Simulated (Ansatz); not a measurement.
Runs of Ansatz 0.2.0 on ZrN. It takes space group Fm-3m (No. 225, cubic). The conventional cell has a = 4.600 Å, b = 4.600 Å, c = 4.600 Å, α = 90.00°, β = 90.00°, γ = 90.00°. Zr (site symmetry m-3m) has 6 N at 2.30 Å as nearest neighbours. Around N (site symmetry m-3m) lie 6 Zr at 2.30 Å. 

```tsv
task	level	cell	k mesh	cutoff (eV)	smearing	gap on the mesh (eV)	pressure (GPa)	relaxed volume (Å³/atom)
relaxation of cell and atoms	RPBE+D4	relaxed	10 × 10 × 10	-	fermi-dirac 0.05 eV	-	0.0	(a)
single point	RPBE	as given	10 × 10 × 10	281	gaussian 0.05 eV	none	(b)	-
elastic constants	PBEsol	as given	7 × 7 × 7	297	fermi-dirac 0.05 eV	none	-7.6	-
relaxation of cell and atoms	RPBE+D3(BJ)	relaxed	10 × 10 × 10	-	fermi-dirac 0.05 eV	-	0.0	10.70
relaxation of cell and atoms	BLYP+D4	relaxed	10 × 10 × 10	-	fermi-dirac 0.05 eV	-	0.0	12.11
```

Alike in all rows: potentials or basis all-electron LAPW, scalar-relativistic; no spin polarisation; basis error allowed 0.001 eV/atom.

Q: Fill in the values left out.

A: (a) 11.85; (b) 3.0.

Caveats: the k mesh is thin for a metal, which can move the energy by tens of meV per atom (some runs); a metal's response needs a denser mesh (some runs); the cell is more than 3 GPa from zero pressure, which shifts response properties (some runs); elastic constants of metals need much finer meshes, so these are rough (some runs); the volume moved by -12 % from the deposited cell, more than functionals usually miss (some runs).

A k mesh can miss the band edges, and the runs leave out spin-orbit coupling on Zr.

A gap of «none» marks a metal or a gap under the smearing width.
